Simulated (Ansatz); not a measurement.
Wanted: the native input for an Ansatz 0.2.0 run.

```yaml
Task: band structure
Functional: PBE
Potentials_or_basis: Ansatz PAW
Cutoff: "420 eV (not typed: the program's choice for these potentials)"
k_mesh: 9 × 9 × 4
Occupations: fermi-dirac, width 0.05 eV
Spin: no spin polarisation
Hubbard_terms: Mo d U = 5 eV
Path: "[[\"G\", \"M\", \"K\", \"G\", \"A\", \"L\", \"H\", \"A\"], [\"L\", \"M\"], [\"K\", \"H\"]]"
Points_for_each_segment_of_the_path: 14
Hubbard_projectors: ortho-atomic (the default)
Double_counting: fll (the default)
```

The system is MoS2.

```
Mo S
1.0
     3.22746    0.00000    0.00000
    -1.61373    2.79507    0.00000
     0.00000    0.00000    6.31247
Mo S
1 2
Direct
  0.00000 0.00000 0.50000
  0.66667 0.33333 0.74468
  0.33333 0.66667 0.25532
```

Measurements of this composition are mostly on another form, of space group No. 194.

The input as run:

input.yaml

```yaml
crystal:
  lattice:
    - [3.2274645616, 0.0, 0.0]
    - [-1.6137322808, 2.7950663001, 0.0]
    - [0.0, 0.0, 6.31247342]
  atoms:
    - { symbol: Mo, position: [0.0, 0.0, 0.5] }
    - { symbol: S, position: [0.6666666667, 0.3333333333, 0.74468068] }
    - { symbol: S, position: [0.3333333333, 0.6666666667, 0.25531932] }
hamiltonian:
  xc: pbe
  pseudopotentials: { kind: paw }
  hubbard: { sites: [{ species: Mo, l: d, u_eff: 5.0 }] }
kpoints:
  mp_grid: { grid: [9, 9, 4] }
  band_path:
    path:
      - [[0.0, 0.0, 0.0], [0.5, 0.0, 0.0], [0.3333333333, 0.3333333333, 0.0], [0.0, 0.0, 0.0], [0.0, 0.0, 0.5], [0.5, 0.0, 0.5], [0.3333333333, 0.3333333333, 0.5], [0.0, 0.0, 0.5]]
      - [[0.5, 0.0, 0.5], [0.5, 0.0, 0.0]]
      - [[0.3333333333, 0.3333333333, 0.0], [0.3333333333, 0.3333333333, 0.5]]
    npoints: 14
scf:
  occupations: { method: fermi_dirac, width: 0.05 }
  n_extra_bands: 7
output:
  forces: true
  stress: true
  eigenvalues: true
  fatbands: false
  write_density: true
  write_potential: true
  elf: true
  volumetric_format: npy
```

Potentials or basis: Ansatz PAW.

Launch:

```console
$ ansatz run input.yaml --threads 2 --pin off --max-ram 5120MiB --backend cpu --events-out ev --progress --plain --runs-dir out
```

It gave:

The pressure is 1.0 GPa. The largest force is 0.246 eV/Å. The band gap on the k mesh is none (metal or under the smearing width).

Caveat: this functional lacks dispersion, which binds the layers, so the pressure and a relaxed spacing across them are unreliable; U without spin polarisation on a metal has little footing.

It took 1.6 s on 2 threads of AMD EPYC 9B45 (Zen 5) (shared host), peak memory 0.47 GiB.
